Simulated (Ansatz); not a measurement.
# GaAs: lattice vibrations

Aim: phonons by finite displacements on a 2×2×2 mesh of wavevectors, at three volumes, and the mode Grüneisen parameters. Runs: reference run (LAPW); volume scaled by 0.980 (LAPW); volume scaled by 1.020 (LAPW); mode Grüneisen parameters (LAPW). Companion runs by PAW are cited.

Method: DFT LDA, all-electron LAPW, scalar-relativistic unless said, in Ansatz 0.2.0.

2 further runs of the same task are left out: 1 that didn't finish, 1 set aside as unsound or not needed.

**1. The structure to begin with**

Symmetry: F-43m, No. 216, cubic system. Conventional cell: a = 5.603 Å, b = 5.603 Å, c = 5.603 Å, α = 90.00°, β = 90.00°, γ = 90.00°. Ga (site symmetry -43m) is surrounded by 4 As at 2.43 Å. Around As (site symmetry -43m) lie 4 Ga at 2.43 Å.

Coordinates:

```
CELL_PARAMETERS angstrom
0.00000 2.80142 2.80142
2.80142 0.00000 2.80142
2.80142 2.80142 0.00000
ATOMIC_POSITIONS crystal
Ga 0.00000 0.00000 0.00000
As 0.75000 0.75000 0.75000
```

Cartesian axes are those of the input's lattice vectors. The structure goes back to a database entry.

**2. Reference run, LAPW**

input.yaml

```yaml
crystal:
  lattice:
    - [0.0, 2.80142278006, 2.80142278006]
    - [2.80142278006, 0.0, 2.80142278006]
    - [2.80142278006, 2.80142278006, 0.0]
  atoms:
    - { symbol: Ga, position: [0.0, 0.0, 0.0] }
    - { symbol: As, position: [0.75, 0.75, 0.75] }
kpoints:
  mp_grid: { grid: [8, 8, 8] }
scf:
  occupations: { method: fixed }
hamiltonian:
  xc: lda
  pseudopotentials: { kind: all_electron, lapw: { basis_error: 0.001 } }
phonons:
  qmesh: [2, 2, 2]
  qpath:
    path:
      - [0.0, 0.0, 0.0]
      - [-0.5, -0.5, 0.0]
      - [-0.375, -0.375, 0.25]
      - [-0.375, 0.0, 0.375]
      - [0.0, 0.0, 0.0]
      - [0.0, 0.0, 0.5]
      - [-0.5, -0.25, 0.25]
      - [-0.5, -0.5, 0.0]
    npoints: 6
  temperatures: { t_min: 0, t_max: 1000, t_step: 100 }
```

The run is started by

```console
$ ansatz run input.yaml --threads 2 --pin off --max-ram 5120MiB --backend cpu --events-out ev --progress --plain --runs-dir out
```

What it wrote:

```text
LAPW: plane waves up to 9.577 Å⁻¹, error target 1.0e-3 eV per atom; small_component_spin mean_spin; Ga in spheres of 1.185 Å, 21 of its electrons in bands, Dirac shells []; As in spheres of 1.169 Å, 23 of its electrons in bands, Dirac shells [] (how accurate: hamiltonian.pseudopotentials.lapw.basis_error, Limitations)
Engine: ansatz 0.2.0
Pseudopotentials: kind: all_electron
Pseudopotential: Ga, LAPW, valence charge 21, lapw/all_electron/scalar/gaussian/Ga, Koelling and Harmon's equation, gaussian nucleus
Pseudopotential: As, LAPW, valence charge 23, lapw/all_electron/scalar/gaussian/As, Koelling and Harmon's equation, gaussian nucleus
Functional definition: SPW92
  exchange = slater_x
  correlation = pw_c
davidson cushion auto → on  (no smearing: the cushion is to keep the highest requested band from converging to the state above it; pin scf.eigensolver.cushion to override)
Crystal: 4 atoms, lattice volume = 87.942 Å³
Basis set: ecut = 349.4416903875164 eV, 1281 PW (Γ), FFT grids on a1, a2, −a1+a2+a3, exchange–correlation at level 2
Bands: 53, of which v1, the nominal top of the filled ones, is band 44 counted from 1 (43 counted from 0)
Symmetry: 16 space group operations
k-points: 39 of 256 (time reversal used)
Non-local potential: Ga, projectors of the file, none
Non-local potential: As, projectors of the file, none
Initial density: superposition of atomic densities (chi_scale 0.1, normalization cell, long waves kept (reshape's long-wave potential 0.00 eV rms))
Initial wavefunctions: plane waves of lowest kinetic energy (no species holds an atomic orbital)
Functional: x = slater, c = lda
iter 1 solved again at ethr=1.30e-3 eV; its pass at ethr=1.00e-1 eV (dr2=1.14e0 eV) is discarded
SCF iter   1: F=—  HF=-228532.721238 eV  |F-HF|=—  |Δ(HF+E_count)|=         —  Δρ=3.17e-2  dr2=1.15e0  ethr=1.30e-3  ⟨swp⟩=2.0  Hψ=12750  notcnv=0
preconditioner: auto → Resta (q_TF=auto, 2.729 Å⁻¹)  ε∞=3.3  [insulator: Δε(μ)=0.745 eV  Ē_g=15.665 eV  n_scr=28 (ndim 8)  ℏωp=23.8 eV  f_vac=0.106  ε∞_Penn≈3.3]
SCF iter   2: F=—  HF=-228532.395239 eV  |F-HF|=—  |Δ(HF+E_count)|=   3.26e-1  Δρ=1.75e-2  dr2=3.45e-1  ethr=1.30e-3  ⟨swp⟩=2.0  Hψ=6060  notcnv=0
SCF iter   3: F=—  HF=-228532.322692 eV  |F-HF|=—  |Δ(HF+E_count)|=   7.25e-2  Δρ=7.33e-3  dr2=6.77e-2  ethr=3.92e-4  ⟨swp⟩=2.0  Hψ=6055  notcnv=0
SCF iter   4: F=—  HF=-228532.277985 eV  |F-HF|=—  |Δ(HF+E_count)|=   4.47e-2  Δρ=2.39e-3  dr2=9.15e-3  ethr=7.70e-5  ⟨swp⟩=2.2  Hψ=6074  notcnv=0
iter 5 solved again at ethr=4.84e-7 eV; its pass at ethr=1.04e-5 eV (dr2=4.25e-4 eV) is discarded
SCF iter   5: F=—  HF=-228532.275574 eV  |F-HF|=—  |Δ(HF+E_count)|=         —  Δρ=5.85e-4  dr2=4.25e-4  ethr=4.84e-7  ⟨swp⟩=2.1  Hψ=10820  notcnv=0
the basis was enlarged: its passes take 61.4 KiB over the memory plan, 2 of 2 planned eigensolver slots
SCF iter   6: F=—  HF=-228532.275713 eV  |F-HF|=—  |Δ(HF+E_count)|=   1.39e-4  Δρ=2.16e-4  dr2=4.25e-5  ethr=4.83e-7  ⟨swp⟩=3.0  Hψ=6331  notcnv=0
SCF iter   7: F=—  HF=-228532.275648 eV  |F-HF|=—  |Δ(HF+E_count)|=   6.46e-5  Δρ=6.43e-5  dr2=3.18e-6  ethr=4.83e-8  ⟨swp⟩=3.0  Hψ=6366  notcnv=0
SCF iter   8: F=—  HF=-228532.275651 eV  |F-HF|=—  |Δ(HF+E_count)|=   3.12e-6  Δρ=1.41e-5  dr2=2.00e-7  ethr=3.61e-9  ⟨swp⟩=3.0  Hψ=6515  notcnv=0
[... 2 lines left out ...]
SCF 1 converged in 10 iterations: F = -228532.275651 eV  dr2 = 2.81e-10
Symmetry: 1 space group operations
k-points: 132 of 256 (time reversal used)
Initial density: handed on by an earlier stage of this run
Initial wavefunctions: plane waves of lowest kinetic energy (no species holds an atomic orbital; no wavefunctions were taken with the density)
[... 2 lines left out ...]
preconditioner: auto → Resta (q_TF=auto, 2.729 Å⁻¹)  ε∞=3.2  [insulator: Δε(μ)=0.468 eV  Ē_g=16.029 eV  n_scr=28 (ndim 8)  ℏωp=23.8 eV  f_vac=0.184  ε∞_Penn≈3.2]
[... 7 lines left out ...]
SCF 2 converged in 7 iterations: F = -228532.275158 eV  dr2 = 3.25e-10
[... 2 lines left out ...]
preconditioner: auto → Resta (q_TF=auto, 2.729 Å⁻¹)  ε∞=3.2  [insulator: Δε(μ)=0.468 eV  Ē_g=16.029 eV  n_scr=28 (ndim 8)  ℏωp=23.8 eV  f_vac=0.183  ε∞_Penn≈3.2]
[... 7 lines left out ...]
SCF 3 converged in 7 iterations: F = -228532.275122 eV  dr2 = 2.58e-10
Basis set: ecut = 349.4416903875164 eV, 1297 PW (Γ), FFT grids on a1, a2, −a2+a3, exchange–correlation at level 2
Symmetry: 12 space group operations
k-points: 35 of 256 (time reversal used)
[... 2 lines left out ...]
preconditioner: auto → Resta (q_TF=auto, 2.729 Å⁻¹)  ε∞=3.3  [insulator: Δε(μ)=0.745 eV  Ē_g=15.662 eV  n_scr=28 (ndim 8)  ℏωp=23.8 eV  f_vac=0.105  ε∞_Penn≈3.3]
[... 5 lines left out ...]
the basis was enlarged: its passes take 61.4 KiB over the memory plan, 2 of 2 planned eigensolver slots
[... 5 lines left out ...]
SCF 4 converged in 10 iterations: F = -228532.275651 eV  dr2 = 2.80e-10
Symmetry: 2 space group operations
k-points: 78 of 256 (time reversal used)
[... 2 lines left out ...]
preconditioner: auto → Resta (q_TF=auto, 2.729 Å⁻¹)  ε∞=3.2  [insulator: Δε(μ)=0.467 eV  Ē_g=16.025 eV  n_scr=28 (ndim 8)  ℏωp=23.8 eV  f_vac=0.185  ε∞_Penn≈3.2]
[... 8 lines left out ...]
SCF 5 converged in 8 iterations: F = -228532.275153 eV  dr2 = 2.69e-11
[... 2 lines left out ...]
preconditioner: auto → Resta (q_TF=auto, 2.729 Å⁻¹)  ε∞=3.2  [insulator: Δε(μ)=0.468 eV  Ē_g=16.025 eV  n_scr=28 (ndim 8)  ℏωp=23.8 eV  f_vac=0.185  ε∞_Penn≈3.2]
[... 8 lines left out ...]
SCF 6 converged in 8 iterations: F = -228532.275153 eV  dr2 = 2.66e-11
[... 10 lines left out ...]
SCF 7 converged in 8 iterations: F = -228532.275131 eV  dr2 = 6.55e-11
iter 1 solved again at ethr=2.60e-7 eV; its pass at ethr=1.00e-1 eV (dr2=2.29e-4 eV) is discarded
SCF iter   1: F=—  HF=-228532.275197 eV  |F-HF|=—  |Δ(HF+E_count)|=         —  Δρ=3.65e-4  dr2=2.06e-4  ethr=2.60e-7  ⟨swp⟩=5.0  Hψ=33321  notcnv=0
SCF iter   2: F=—  HF=-228532.275143 eV  |F-HF|=—  |Δ(HF+E_count)|=   5.43e-5  Δρ=1.87e-4  dr2=3.95e-5  ethr=2.34e-7  ⟨swp⟩=3.0  Hψ=12364  notcnv=0
iter 3 solved again at ethr=2.40e-9 eV; its pass at ethr=4.48e-8 eV (dr2=2.12e-6 eV) is discarded
SCF iter   3: F=—  HF=-228532.275131 eV  |F-HF|=—  |Δ(HF+E_count)|=   1.17e-5  Δρ=4.63e-5  dr2=2.12e-6  ethr=2.40e-9  ⟨swp⟩=2.0  Hψ=21732  notcnv=0
SCF iter   4: F=—  HF=-228532.275131 eV  |F-HF|=—  |Δ(HF+E_count)|=   2.88e-7  Δρ=9.59e-6  dr2=1.08e-7  ethr=2.40e-9  ⟨swp⟩=3.0  Hψ=12564  notcnv=0
SCF iter   5: F=—  HF=-228532.275131 eV  |F-HF|=—  |Δ(HF+E_count)|=   1.79e-7  Δρ=4.59e-6  dr2=2.64e-8  ethr=1.23e-10  ⟨swp⟩=3.0  Hψ=12817  notcnv=0
SCF iter   6: F=—  HF=-228532.275131 eV  |F-HF|=—  |Δ(HF+E_count)|=   1.26e-8  Δρ=2.09e-6  dr2=4.81e-9  ethr=3.00e-11  ⟨swp⟩=3.0  Hψ=12493  notcnv=0
SCF iter   7: F=—  HF=-228532.275131 eV  |F-HF|=—  |Δ(HF+E_count)|=  7.28e-10  Δρ=1.01e-6  dr2=1.09e-9  ethr=6.19e-12 (applied; sched 5.47e-12)  ⟨swp⟩=2.8  Hψ=12207  notcnv=0
SCF iter   8: F=-228532.275131 eV  HF=-228532.275131 eV  |F-HF|=1.75e-10  |Δ(HF+E_count)|=  4.66e-10  Δρ=2.46e-7  dr2=6.92e-11  ethr=6.12e-12 (applied; sched 1.23e-12)  ⟨swp⟩=2.0  Hψ=12106  notcnv=0
SCF 8 converged in 8 iterations: F = -228532.275131 eV  dr2 = 6.92e-11
SCF converged after 10 iterations
Free energy (F): -228532.275651 eV
Harris-Foulkes:  -228532.275651 eV  (|F-HF|=1.75e-10)
Internal energy: -228532.275651 eV  (E = F + TS)
E sigma→0 (E₀):  -228532.275651 eV
Fermi energy:    9.454143 eV
--- Per-component energies (eV) ---
  E_band       = -4226.412570
  E_kinetic    = 233264.320560
  E_xc         = -8362.753831
  E_electrostatic = -453433.842380  (all electrons and nuclei)
  E_smearing   = -0.000000  (= −TS)
  E_closure    = 0.000000  (closes the sum)
  E_atoms      = -228513.011946  (free atoms, spherical and without spin; not in F)
  Σ components = -228532.275651   (vs F -228532.275651, Δ=0.00e0)
  Basis errors (estimates in eV, not in F): energy 4.3e-4 per atom: plane waves 4.0e-4 (2.3e-4 summed), levels above the bands 0.0e0, relativity 5.5e-9, radial functions 3.3e-5, core shells 2.0e-10; eigenvalues (radial functions only) 4.6e-7; not estimated: angular momenta, meshes, grids; target (lapw.basis_error) 1.0e-3; muffin-tin radii Ga 1.185 Å, As 1.169 Å
--- Forces (eV/Å), atoms counted from 1 ---
  atom   1  Ga    -0.00000000     0.00000000     0.00000000
  atom   2  As    -0.00000000    -0.00000000     0.00000000
  atom   3  Ga    -0.00000000     0.00000000     0.00000000
  atom   4  As    -0.00000000    -0.00000000     0.00000000
  max |Σ_I F_I| component: 1.73e-17 eV/Å
--- Band table (eV; the first three rows and the last of 39) ---
  k-point 0: bands = ["-174.3653", "-174.3653", "-133.3483", "-133.3483", "-118.2815", "-118.2815", "-118.2815", "-118.2815", "-118.2815", "-118.2815", "-84.5706", "-84.5706", "-84.5706", "-84.5705", "-84.5705", "-84.5705", "-25.8522", "-25.8512", "-25.8512", "-25.8512", "-25.8492", "-25.8492", "-25.8405", "-25.8400", "-25.8400", "-25.8389", "-5.6047", "-5.4820", "-5.4820", "-5.4820", "-5.4281", "-5.4281", "-5.4261", "-5.3971", "-5.3971", "-5.3838", "-3.5281", "-0.9147", "2.4511", "6.6740", "6.6740", "9.4541", "9.4541", "9.4541", "9.9392", "10.7547", "10.9962", "13.1478", "13.1478", "13.1478", "16.8877", "19.7156", "19.7156"]
  k-point 1: bands = ["-174.3653", "-174.3653", "-133.3483", "-133.3483", "-118.2815", "-118.2815", "-118.2815", "-118.2815", "-118.2815", "-118.2815", "-84.5706", "-84.5706", "-84.5706", "-84.5706", "-84.5706", "-84.5706", "-25.8521", "-25.8514", "-25.8509", "-25.8509", "-25.8495", "-25.8495", "-25.8405", "-25.8401", "-25.8398", "-25.8390", "-5.5907", "-5.5059", "-5.4745", "-5.4745", "-5.4363", "-5.4363", "-5.4212", "-5.4004", "-5.3951", "-5.3857", "-3.2754", "-1.5645", "3.3979", "6.9386", "6.9386", "7.4113", "8.7640", "8.7640", "10.7744", "11.6359", "11.8261", "12.4624", "14.1427", "14.1427", "17.4606", "18.2623", "18.2635"]
  k-point 2: bands = ["-174.3653", "-174.3653", "-133.3483", "-133.3483", "-118.2815", "-118.2815", "-118.2815", "-118.2815", "-118.2815", "-118.2815", "-84.5706", "-84.5706", "-84.5706", "-84.5706", "-84.5706", "-84.5706", "-25.8517", "-25.8517", "-25.8502", "-25.8502", "-25.8502", "-25.8502", "-25.8403", "-25.8403", "-25.8394", "-25.8394", "-5.5528", "-5.5528", "-5.4557", "-5.4557", "-5.4557", "-5.4557", "-5.4102", "-5.4102", "-5.3904", "-5.3904", "-2.5656", "-2.5656", "5.2710", "5.2710", "7.6930", "7.6930", "7.6930", "7.6930", "11.3213", "11.3213", "12.6706", "12.6706", "16.1020", "16.1020", "16.1020", "16.1020", "16.8925"]
  k-point 38: bands = ["-174.3653", "-174.3653", "-133.3483", "-133.3483", "-118.2815", "-118.2815", "-118.2815", "-118.2815", "-118.2815", "-118.2815", "-84.5706", "-84.5706", "-84.5706", "-84.5706", "-84.5706", "-84.5706", "-25.8510", "-25.8510", "-25.8505", "-25.8505", "-25.8492", "-25.8492", "-25.8401", "-25.8401", "-25.8393", "-25.8393", "-5.5910", "-5.5910", "-5.4479", "-5.4479", "-5.4342", "-5.4342", "-5.4089", "-5.4089", "-5.3934", "-5.3934", "-0.8507", "-0.8507", "2.6473", "2.6473", "5.7703", "5.7703", "5.9606", "5.9606", "14.1075", "14.1075", "14.1147", "14.1147", "14.8422", "14.8422", "15.4228", "15.4228", "20.6025"]
--- Phonons: 6 displaced members + 2 references (amplitude of the first 0.01 Å, Σ member SCF iterations 46) ---
  ASR residual: 3.478e-4 → 0.000e0 eV/Å²; symmetrization residual: 3.323e-5 eV/Å²
  largest component of a force at the reference: 7.8e-18 eV/Å
  ASR residual per site (eV/Å²): 6.14e-5 3.48e-4
  Γ frequencies (cm⁻¹): 0.00 0.00 0.00 269.05 269.05 269.05
--- Phonons (by wavevector): 3 wavevectors in 2 supercells ---
  supercell 1 (2 cells, vectors [1, 0, 0], [0, 1, -1], [0, 0, 2] in multiples of the cell's): 2 displaced members by 0.01 Å; free energy -228532.275651 eV; taken off its force constants: by the sum rule 3.5e-4, by the symmetrisation 3.3e-5 eV/Å²
  symmetry images taken by strict's conditions (phonons.symmetry_images: auto; settled by no image being taken that strict refuses)
  supercell 2 (2 cells, vectors [1, 0, 0], [0, 1, 0], [0, 0, 2] in multiples of the cell's): 4 displaced members by 0.01 Å; free energy -228532.275651 eV; taken off its force constants: by the sum rule 1.1e-4, by the symmetrisation 3.1e-5 eV/Å²; Γ matrix within 1.4e-3 eV/Å² of supercell 1's
  symmetry images taken by strict's conditions (phonons.symmetry_images: auto; settled by no image being taken that strict refuses)
  q = [0.0000, 0.0000, 0.0000] (star 1, supercell 1; hermiticity 0.00e0, symmetrization 4.96e-5): -0.00 -0.00 0.00 269.05 269.05 269.05
  q = [0.0000, 0.0000, -0.5000] (star 4, supercell 2; hermiticity 1.74e-16, symmetrization 5.12e-16): 59.02 59.02 206.06 236.80 261.74 261.74
  q = [0.0000, -0.5000, -0.5000] (star 3, supercell 1; hermiticity 9.84e-17, symmetrization 2.97e-16): 75.08 75.08 220.78 236.35 253.47 253.47
  joined force constants: q→R imaginary residual 4.62e-17
  density of states and harmonic sums: on the 20×20×20 q-mesh, interpolated from the force constants of a 2×2×2 supercell (no non-analytic term)
  largest difference from the sums on the solved wave vectors: F 6.66e-2 eV, S 9.89e-5 and C_V 3.23e-5 eV/K
  zero-point energy: 0.067598 eV/cell   skipped modes (ω ≤ 0): 3   left out of the sums: 6.25e-5 of the cell's modes: C_V's classical limit lies that fraction below 3 k_B per atom; for a crystal, a wire or a layer, F and S can be off by more, and a phonons.interpolated_qmesh denser along its periods is the remedy for the sampling
```

It took 11 min on 2 threads of Intel Xeon Platinum 8259CL at 2.50GHz (Skylake/Cascade Lake), shared host; peak memory 1.3 GiB.

Wavenumbers in cm⁻¹ (negative: unstable):

| q | modes |
| --- | --- |
| Γ | 0.0 0.0 0.0 269.1 269.1 269.1 |
| L | 59.0 59.0 206.1 236.8 261.7 261.7 |
| X | 75.1 75.1 220.8 236.3 253.5 253.5 |

| T (K) | F (eV/cell) | S (k_B/atom) | C_V (k_B/atom) |
| --- | --- | --- | --- |
| 0 | 0.0676 | 0.00 | 0.00 |
| 100 | 0.0580 | 1.38 | 1.75 |
| 200 | 0.0204 | 2.90 | 2.55 |
| 300 | -0.0395 | 3.99 | 2.78 |
| 400 | -0.1155 | 4.80 | 2.88 |
| 500 | -0.2041 | 5.45 | 2.92 |
| 600 | -0.3028 | 5.98 | 2.94 |
| 700 | -0.4099 | 6.44 | 2.96 |
| 800 | -0.5244 | 6.84 | 2.97 |
| 900 | -0.6453 | 7.19 | 2.97 |
| 1000 | -0.7719 | 7.50 | 2.98 |

**3. Volume scaled by 0.980, LAPW**

input.yaml, as its differences from that of step 2:

```diff
@@ -2,5 +2,5 @@
   lattice:
-    - [0.0, 2.80142278006, 2.80142278006]
-    - [2.80142278006, 0.0, 2.80142278006]
-    - [2.80142278006, 2.80142278006, 0.0]
+    - [0.0, 2.78262071838, 2.78262071838]
+    - [2.78262071838, 0.0, 2.78262071838]
+    - [2.78262071838, 2.78262071838, 0.0]
   atoms:
```

The run is started by

```console
$ ansatz run input.yaml --threads 2 --pin off --max-ram 5120MiB --backend cpu --events-out ev --progress --plain --runs-dir out
```

What it wrote, cut to the lines that bear on the results:

```text
LAPW: plane waves up to 9.657 Å⁻¹, error target 1.0e-3 eV per atom; small_component_spin mean_spin; Ga in spheres of 1.176 Å, 21 of its electrons in bands, Dirac shells []; As in spheres of 1.161 Å, 23 of its electrons in bands, Dirac shells [] (how accurate: [...]
[... 4 set-up lines as earlier in the session ...]
[...]
davidson cushion auto → on  (no smearing: the cushion is to keep the highest requested band from converging to the state above it; pin scf.eigensolver.cushion to override)
Crystal: 4 atoms, lattice volume = 86.183 Å³
[...]
  symmetry images taken by strict's conditions (phonons.symmetry_images: auto; settled by no image being taken that strict refuses)
  q = [0.0000, 0.0000, 0.0000] (star 1, supercell 1; hermiticity 0.00e0, symmetrization 4.94e-5): -0.00 0.00 0.00 275.72 275.72 275.72
  q = [0.0000, 0.0000, -0.5000] (star 4, supercell 2; hermiticity 1.74e-16, symmetrization 4.27e-16): 57.25 57.25 208.34 244.90 269.47 269.47
  q = [0.0000, -0.5000, -0.5000] (star 3, supercell 1; hermiticity 9.88e-17, symmetrization 2.84e-16): 72.63 72.63 226.33 241.38 262.15 262.15
  joined force constants: q→R imaginary residual 4.78e-17
  density of states and harmonic sums: on the 20×20×20 q-mesh, interpolated from the force constants of a 2×2×2 supercell (no non-analytic term)
  largest difference from the sums on the solved wave vectors: F 6.48e-2 eV, S 9.71e-5 and C_V 3.23e-5 eV/K
[...]
```

It took 11 min on 2 threads of Intel Xeon Platinum 8259CL at 2.50GHz (Skylake/Cascade Lake), shared host; peak memory 1.3 GiB.

Wavenumbers in cm⁻¹ (negative: unstable):

| q | modes |
| --- | --- |
| Γ | 0.0 0.0 0.0 275.7 275.7 275.7 |
| L | 57.2 57.2 208.3 244.9 269.5 269.5 |
| X | 72.6 72.6 226.3 241.4 262.1 262.1 |

**4. Volume scaled by 1.020, LAPW**

input.yaml, as its differences from that of step 3:

```diff
@@ -2,5 +2,5 @@
   lattice:
-    - [0.0, 2.78262071838, 2.78262071838]
-    - [2.78262071838, 0.0, 2.78262071838]
-    - [2.78262071838, 2.78262071838, 0.0]
+    - [0.0, 2.81997578949, 2.81997578949]
+    - [2.81997578949, 0.0, 2.81997578949]
+    - [2.81997578949, 2.81997578949, 0.0]
   atoms:
```

The run is started by

```console
$ ansatz run input.yaml --threads 2 --pin off --max-ram 5120MiB --backend cpu --events-out ev --progress --plain --runs-dir out
```

What it wrote, cut to the lines that bear on the results:

```text
LAPW: plane waves up to 9.498 Å⁻¹, error target 1.0e-3 eV per atom; small_component_spin mean_spin; Ga in spheres of 1.193 Å, 21 of its electrons in bands, Dirac shells []; As in spheres of 1.176 Å, 23 of its electrons in bands, Dirac shells [] (how accurate: [...]
[... 4 set-up lines as earlier in the session ...]
[...]
davidson cushion auto → on  (no smearing: the cushion is to keep the highest requested band from converging to the state above it; pin scf.eigensolver.cushion to override)
Crystal: 4 atoms, lattice volume = 89.701 Å³
[...]
  symmetry images taken by strict's conditions (phonons.symmetry_images: auto; settled by no image being taken that strict refuses)
  q = [0.0000, 0.0000, 0.0000] (star 1, supercell 1; hermiticity 3.88e-17, symmetrization 4.66e-5): -0.00 -0.00 0.00 262.61 262.61 262.61
  q = [0.0000, 0.0000, -0.5000] (star 4, supercell 2; hermiticity 1.74e-16, symmetrization 3.81e-16): 60.52 60.52 203.80 229.01 254.28 254.28
  q = [0.0000, -0.5000, -0.5000] (star 3, supercell 1; hermiticity 9.80e-17, symmetrization 4.65e-16): 77.11 77.11 215.41 231.51 245.11 245.11
  joined force constants: q→R imaginary residual 4.46e-17
  density of states and harmonic sums: on the 20×20×20 q-mesh, interpolated from the force constants of a 2×2×2 supercell (no non-analytic term)
  largest difference from the sums on the solved wave vectors: F 6.82e-2 eV, S 1.00e-4 and C_V 3.23e-5 eV/K
[...]
```

Wall time 10 min (2 threads of Intel Xeon Platinum 8259CL at 2.50GHz (Skylake/Cascade Lake), shared host); peak memory 1.4 GiB.

Wavenumbers in cm⁻¹ (negative: unstable):

| q | modes |
| --- | --- |
| Γ | 0.0 0.0 0.0 262.6 262.6 262.6 |
| L | 60.5 60.5 203.8 229.0 254.3 254.3 |
| X | 77.1 77.1 215.4 231.5 245.1 245.1 |

**5. Mode Grüneisen parameters, LAPW**

These follow from the three phonon runs above, mode by mode: γ = −d ln ω / d ln V.

| q | wavenumber (cm⁻¹) | γ |
| --- | --- | --- |
| Γ | 269.1 ×3 | 1.22 |
| L | 59.0 ×2 | -1.38 |
| L | 206.1 | 0.55 |
| L | 236.8 | 1.68 |
| L | 261.7 ×2 | 1.45 |
| X | 75.1 ×2 | -1.49 |
| X | 220.8 | 1.24 |
| X | 236.3 | 1.04 |
| X | 253.5 ×2 | 1.68 |

**6. Side by side**

PAW rows come from companion runs at the same settings.

| run | volume (Å³/atom) | lowest on the mesh (cm⁻¹) | highest on the mesh, without the LO shift (cm⁻¹) | zero-point energy (meV/atom) |
| --- | --- | --- | --- | --- |
| reference run, LAPW | 21.985 | 0.0 | 269.1 | 33.8 |
| volume scaled by 0.980, LAPW | 21.546 | 0.0 | 275.7 | 34.5 |
| volume scaled by 1.020, LAPW | 22.425 | 0.0 | 262.6 | 33.1 |
| reference run, PAW | 21.985 | 0.0 | 269.0 | 33.9 |
| volume scaled by 0.980, PAW | 21.546 | 0.0 | 275.7 | 34.6 |
| volume scaled by 1.020, PAW | 22.425 | 0.0 | 262.6 | 33.1 |
| linear response at the zone centre with the field response, PAW | 21.985 | 0.0 | 269.0 | – |
| displacement of 0.03 Å, PAW | 21.985 | 0.0 | 269.1 | 33.9 |

Optical modes at Γ (point group -43m), without the LO shift:

| cm⁻¹ | modes | symmetry | active in | moves most |
| --- | --- | --- | --- | --- |
| 269.1 | 3 | T2 | infrared and Raman | Ga |

**7. Outcome**

```
                                             quantity          value
highest mode on the mesh, without the LO shift (LAPW)       269 cm⁻¹
                                   optical modes at Γ  269 (T2) cm⁻¹
             mean Grüneisen parameter at 300 K (LAPW)           0.40
```

In words: No mode on the mesh is unstable; the highest lies at 269 cm⁻¹ by LAPW. Weighted by heat capacity at 300 K the mean Grüneisen parameter of the sampled modes is 0.40, which points to expansion on heating. Some modes have negative γ and soften under compression. PAW differs from LAPW by at most 0.2 cm⁻¹. Each set of modes is computed in the harmonic approximation.
